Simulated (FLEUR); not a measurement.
A run of FLEUR MaX-R8.1 (later development tree) is set up as follows.

The input inp.xml:

```xml
<?xml version="1.0" encoding="UTF-8" standalone="no"?>
<fleurInput fleurInputVersion="0.39">
   <comment>
      Ti2C                                                                                                
   </comment>
   <calculationSetup>
      <cutoffs Kmax="4.73" Gmax="14.7" GmaxXC="14.7" numbands="0"/>
      <scfLoop itmax="100" minDistance="0.0002" maxIterBroyd="50" imix="Anderson" alpha="0.05" precondParam="0.0" spinf="2.0" sdNocoIR="T"/>
      <coreElectrons ctail="T" frcor="F" kcrel="0" coretail_lmax="0"/>
      <xcFunctional name="PBEs" relativisticCorrections="F"/>
      <magnetism jspins="1"/>
      <soc l_soc="F" theta="0.0" phi="0.0" spav="F"/>
      <expertModes spex="0" secvar="F"/>
      <geometryOptimization l_f="F" forcealpha="1.0" forcemix="BFGS" epsdisp="0.00001" epsforce="0.00001"/>
      <ldaU l_linMix="F" mixParam="0.05" spinf="1.0"/>
   </calculationSetup>
   <cell>
      <bzIntegration valenceElectrons="28.0" mode="hist" fermiSmearingEnergy="0.00183747">
         <kPointListSelection listName="default-1"/>
         <!-- k-points included here -->
         <xi:include xmlns:xi="http://www.w3.org/2001/XInclude" href="kpts.xml"> </xi:include>
      </bzIntegration>
      <!-- symmetry operations included here -->
      <xi:include xmlns:xi="http://www.w3.org/2001/XInclude" href="sym.xml"> </xi:include>
      <bulkLattice scale="1.0">
         <bravaisMatrix>
            <row-1>    2.9114976027593991     1.6809539246219016     9.0967066482701107</row-1>
            <row-2>   -2.9114976027593991     1.6809539246219016     9.0967066482701107</row-2>
            <row-3>    0.0000000000000000    -3.3619078494327757     9.0967066482701107</row-3>
         </bravaisMatrix>
      </bulkLattice>
   </cell>
   <atomSpecies>
      <species name="Titanium (Ti)" element="Ti" atomicNumber="22">
         <mtSphere radius="2.07" gridPoints="691" logIncrement="0.017"/>
         <atomicCutoffs lmax="8" lnonsphr="8"/>
         <electronConfig flipSpins="F">
            <coreConfig>(1s1/2) (2s1/2) (2p1/2) (2p3/2)</coreConfig>
            <valenceConfig>(3s1/2) (3p1/2) (3p3/2) (4s1/2) (3d3/2) (3d5/2)</valenceConfig>
            <stateOccupation state="(3d3/2)" spinUp="0.400000" spinDown="0.400000"/>
            <stateOccupation state="(3d5/2)" spinUp="0.600000" spinDown="0.600000"/>
         </electronConfig>
         <energyParameters s="4" p="4" d="3" f="4"/>
         <ldaU l="2" U="3" J="0.0" l_amf="F"/>
         <lo type="SCLO" l="0" n="3" eDeriv="0"/>
         <lo type="SCLO" l="1" n="3" eDeriv="0"/>
         <lo type="SCLO" l="1" n="3" eDeriv="1"/>
         <lo type="SCLO" l="3" n="4" eDeriv="2"/>
      </species>
      <species name="Carbon (C)" element="C" atomicNumber="6">
         <mtSphere radius="1.59" gridPoints="529" logIncrement="0.02"/>
         <atomicCutoffs lmax="8" lnonsphr="8"/>
         <electronConfig flipSpins="F">
            <coreConfig>(1s1/2)</coreConfig>
            <valenceConfig>(2s1/2) (2p1/2) (2p3/2)</valenceConfig>
            <stateOccupation state="(2p1/2)" spinUp="0.333333" spinDown="0.333333"/>
            <stateOccupation state="(2p3/2)" spinUp="0.666667" spinDown="0.666667"/>
         </electronConfig>
         <energyParameters s="2" p="2" d="3" f="4"/>
         <lo type="SCLO" l="0" n="2" eDeriv="2"/>
         <lo type="SCLO" l="1" n="2" eDeriv="2"/>
         <lo type="SCLO" l="2" n="3" eDeriv="2"/>
      </species>
   </atomSpecies>
   <atomGroups>
      <atomGroup species="Titanium (Ti)">
         <relPos label="                   1">-.2454978300 -.2454978300 -.2454978300</relPos>
         <relPos label="                   2">.2454978300 .2454978300 .2454978300</relPos>
         <force calculate="T" relaxXYZ="TTT"/>
      </atomGroup>
      <atomGroup species="Carbon (C)">
         <relPos label="                   3">1.000/2.000 1.000/2.000 1.000/2.000</relPos>
         <force calculate="T" relaxXYZ="TTT"/>
      </atomGroup>
   </atomGroups>
   <output dos="F" band="F" slice="F">
      <checks vchk="F" cdinf="F"/>
      <bandDOS minEnergy="-.5*Htr" maxEnergy="0.5*Htr" sigma="0.015" storeEVData="T"/>
      <vacuumDOS vacdos="F" integ="F" star="F" nstars="0" locx1="0.0" locy1="0.0" locx2="0.0" locy2="0.0" nstm="0" tworkf="0.0"/>
      <unfoldingBand unfoldBand="F" supercellX="1" supercellY="1" supercellZ="1"/>
      <plotting iplot="0" polar="F">
         <plot TwoD="T" vec1="  1.0  0.0  0.0" vec2="  0.0  1.0  0.0" vec3="  0.0  0.0  1.0" zero="  0.0  0.0  0.0" file="plot"/>
      </plotting>
      <chargeDensitySlicing numkpt="0" minEigenval="0.0" maxEigenval="0.0" nnne="0" pallst="F"/>
      <specialOutput eonly="F"/>
      <moessbauerParams electricFieldGradient="T" isomerShift="T" coreHyperfine="T" valenceHyperfine="T"/>
      <magneticCircularDichroism mcd="F" energyLo="-10.0" energyUp="0.0"/>
   </output>
  <!-- We include the file relax.xml here to enable relaxations (see documentation) -->
  <xi:include xmlns:xi="http://www.w3.org/2001/XInclude" href="relax.xml"> <xi:fallback/> </xi:include>
</fleurInput>
```

crystal.txt

```
Ti2C
&input cartesian=F /
1.5406981810  0.8895225095  4.8137698526
-1.5406981810  0.8895225095  4.8137698526
0.0000000000  -1.7790450191  4.8137698526
1.8897261246
1.0 1.0 1.0

3
22 0.7545021700  0.7545021700  0.7545021700
22 0.2454978300  0.2454978300  0.2454978300
6 0.5000000000  0.5000000000  0.5000000000

&kpt div1=8 div2=8 div3=8 gamma=T /
```

Potentials or basis: all-electron, FLAPW.

Launch:

```console
$ inpgen -f crystal.txt -profile fastHighL
$ # inp.xml edited to the form shown
$ fleur_MPI
```

(1) What does it give for the band gap on the k mesh?

Answers

(1) none (metal or under the smearing width).

Caveat: U without spin polarisation on a metal has little footing; the U is typed as a test and isn't derived for this compound.
